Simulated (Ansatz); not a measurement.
Cold compression of K (diamond type)

```
CELL_PARAMETERS angstrom
0.00000 4.80555 4.80555
4.80555 0.00000 4.80555
4.80555 4.80555 0.00000
ATOMIC_POSITIONS crystal
K 0.87500 0.87500 0.87500
K 0.12500 0.12500 0.12500
```

The cell comes from a relaxation on PAW files under the same functional, begun from a prototype that needn't be the stable phase.

Its volume is scaled at fixed shape and fractional positions.

Level of theory: DFT with PBE, scalar-relativistic, in Ansatz 0.2.0; a Γ-centred 8×8×8 k mesh, Fermi–Dirac smearing of 0.1 eV, no spin polarisation. LAPW: all electrons, basis error target 1 meV/atom; PAW: frozen-core files, cutoff 420 eV; crystal datasets: all electrons, by PAW datasets that the program makes for each cell; norm-conserving: pseudopotentials, cutoff 850 eV; PAW (cutoff 250 eV): frozen-core files, cutoff 250 eV.

Energies are extrapolated to zero smearing and count from the unscaled cell; pressure is positive in compression; gaps take the mesh and a band path. No temperature or zero-point motion is included.

```json
{"V/V0": "1.00", "V (Å³/atom)": "110.98", "P LAPW (GPa)": "0.01", "ΔE LAPW (eV/atom)": "0.000", "P PAW − LAPW (GPa)": "0.00", "ΔE PAW − LAPW (meV/atom)": "0.0"}
{"V/V0": "0.92", "V (Å³/atom)": "102.10", "P LAPW (GPa)": "?", "ΔE LAPW (eV/atom)": "?", "P PAW − LAPW (GPa)": "?", "ΔE PAW − LAPW (meV/atom)": "?"}
{"V/V0": "0.84", "V (Å³/atom)": "93.22", "P LAPW (GPa)": "0.29", "ΔE LAPW (eV/atom)": "0.014", "P PAW − LAPW (GPa)": "0.00", "ΔE PAW − LAPW (meV/atom)": "0.0"}
{"V/V0": "0.76", "V (Å³/atom)": "84.34", "P LAPW (GPa)": "0.53", "ΔE LAPW (eV/atom)": "0.036", "P PAW − LAPW (GPa)": "0.00", "ΔE PAW − LAPW (meV/atom)": "0.0"}
{"V/V0": "0.68", "V (Å³/atom)": "75.46", "P LAPW (GPa)": "0.89", "ΔE LAPW (eV/atom)": "0.075", "P PAW − LAPW (GPa)": "0.00", "ΔE PAW − LAPW (meV/atom)": "0.0"}
{"V/V0": "0.60", "V (Å³/atom)": "66.59", "P LAPW (GPa)": "1.43", "ΔE LAPW (eV/atom)": "0.138", "P PAW − LAPW (GPa)": "0.00", "ΔE PAW − LAPW (meV/atom)": "0.0"}
{"V/V0": "0.52", "V (Å³/atom)": "57.71", "P LAPW (GPa)": "2.28", "ΔE LAPW (eV/atom)": "0.239", "P PAW − LAPW (GPa)": "0.00", "ΔE PAW − LAPW (meV/atom)": "0.0"}
{"V/V0": "0.45", "V (Å³/atom)": "49.94", "P LAPW (GPa)": "3.47", "ΔE LAPW (eV/atom)": "0.376", "P PAW − LAPW (GPa)": "0.00", "ΔE PAW − LAPW (meV/atom)": "-0.1"}
```

(1) Fit the Vinet equation to the LAPW pressures shown (residuals weighted by 1/(|P| + 0.03·Pmax)), and predict the pressure of the withheld row.

(2) From the table, what is the rise of the enthalpy H = E + pV up to the last row, and how stiff is the crystal between the last two rows?

(3) At the smallest volume, how far do crystal datasets and norm-conserving and PAW (cutoff 250 eV) lie from LAPW in pressure?

Answers

(1) The fit gives V0 = 111.79 Å³/atom, B0 = 1.17 GPa and B0′ = 3.54. At 102.10 Å³/atom, x = (V/V0)^(1/3) = 0.9702, and P = 3·B0·(1 − x)/x²·exp[1.5·(B0′ − 1)·(1 − x)] = 0.12 GPa. The run itself gave 0.13 GPa (-1.4 % off) and ΔE = 0.003 eV/atom.

(2) ΔH = 0.376 eV + (3.47 GPa × 49.94 Å³ − 0.01 GPa × 110.98 Å³) × 0.006242 eV/(GPa·Å³) = 1.45 eV/atom, of which pV makes 74 %. The mean bulk modulus there is −ΔP/Δln V = 8.2 GPa.

(3) crystal datasets: 0.00 GPa; norm-conserving: 0.00 GPa; PAW (cutoff 250 eV): +0.14 GPa, on a LAPW pressure of 3.47 GPa.
